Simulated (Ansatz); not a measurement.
Wires are cut from relaxed bulk GaP (F-43m, 20.85 Å³/atom, gap on the mesh 1.58 eV); atoms and period are relaxed, and energies count from that bulk. Caps count from half an H2 molecule.

Level of theory: DFT PBE, scalar-relativistic, plane waves, PAW in Ansatz.

Cutoff 420 eV, Gaussian smearing of 0.05 eV, energies at zero smearing, symmetry of each start kept, no spin polarisation.

| start | atoms | k mesh | excess energy (eV per host atom) | line energy (eV/Å) | period (Å) | gap on the mesh (eV) | highest filled level or Fermi level under vacuum (eV) |
| --- | --- | --- | --- | --- | --- | --- | --- |
| [001] wire, 12 host atoms a period with H caps | 26 | 1×1×6 | 0.279 | 0.606 | 5.525 | 3.62 | 5.95 |
| [001] wire, 16 host atoms a period with H caps | 34 | 1×1×6 | 0.307 | 0.858 | 5.730 | 2.90 | 5.62 |

Each run keeps its start's symmetry and one magnetic start, so lower states can exist.

Cost: 2 runs of about 30 core-minutes in all, on Intel Xeon Platinum 8488C (Sapphire Rapids) (shared hosts).